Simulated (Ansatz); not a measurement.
BaO: relaxing the cell moves the phonons

BaO in the rock-salt structure, in a typed cell, not relaxed.

```yaml
# lattice in Å, fractional positions
crystal:
  lattice:
    - [0.00000, 2.80000, 2.80000]
    - [2.80000, 0.00000, 2.80000]
    - [2.80000, 2.80000, 0.00000]
  atoms:
    - { symbol: Ba, position: [0.00000, 0.00000, 0.00000] }
    - { symbol: O, position: [0.50000, 0.50000, 0.50000] }
```

Settings of the Ansatz calculation: PBE; all-electron PAW datasets (no frozen core) at 520 eV; k mesh 6×6×6; fixed occupations; no spin. Harmonic phonons by linear response, frequencies in cm⁻¹, imaginary ones marked i; at Γ the three translations are left out and no LO–TO term is added.

Caveats: coarse k mesh.

At 21.95 Å³ an atom it gives top Γ mode (cm⁻¹) 59; lowest mode at X = [0.5, 0, 0.5] (cm⁻¹) 77; top mode at X = [0.5, 0, 0.5] (cm⁻¹) 189; mean ε∞ 4.17; mean Born charge of Ba (e) 2.72.

Q: Now relax cell and atoms with PBE and repeat. What volume and frequencies result?

A: 
| cell | cutoff (eV) | volume (Å³/atom) | top Γ mode (cm⁻¹) | lowest mode at X = [0.5, 0, 0.5] (cm⁻¹) | top mode at X = [0.5, 0, 0.5] (cm⁻¹) | mean ε∞ | mean Born charge of Ba (e) |
| --- | --- | --- | --- | --- | --- | --- | --- |
| relaxed cell | 520 | 21.65 | 71 | 80 | 187 | 4.17 | 2.73 |
